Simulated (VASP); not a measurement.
# Moving the strain (εxy = 0.5 s) in Be

```
Be
1.0
     2.23274    0.00000    0.00000
     0.00000    2.23274    0.00000
     0.00000    0.00000    2.06565
Be
1
Direct
  0.50000 0.50000 0.00000
```

This isn't the form of Be at room conditions, which is hcp.

Kept alike: task single point; functional PBE; k mesh 12 × 12 × 13; occupations fermi-dirac, width 0.05 eV; no spin polarisation. Program: VASP, PBE PAW files Be, 520 eV. The mesh is that of the run's cell of 1 atom. No spin-orbit coupling.

```csv
s,stress xy (GPa),free energy over the lowest row (meV/atom)
-0.04,-4.10,0.00
-0.02,-2.08,3.86
-0.01,-1.11,4.88
0,0.00,5.25
0.01,1.11,4.88
0.02,2.08,3.86
0.04,4.10,0.00
```

Stress is positive in compression; the values hold the error of the finite cutoff, so their zero can differ a little from the energy's minimum. The cell shown is the unstrained one; x, y and z are its Cartesian axes; atoms keep their fractions. For a metal such a mesh leaves the last digits unconverged. Shear stress takes the same sign, opposite to σ = Cε, so its slope is minus the stiffness.

The stress xy rises from -4.10 to 4.10 GPa between -0.04 and 0.04. It rises with the shear (about 105 GPa per unit near s = 0), so the stiffness is negative and the cell unstable against it. The free energy is lowest at -0.04; 0.04, and 5.25 meV an atom higher at 0. The energy peaks at s = 0, so the cell is unstable against this strain in these runs.
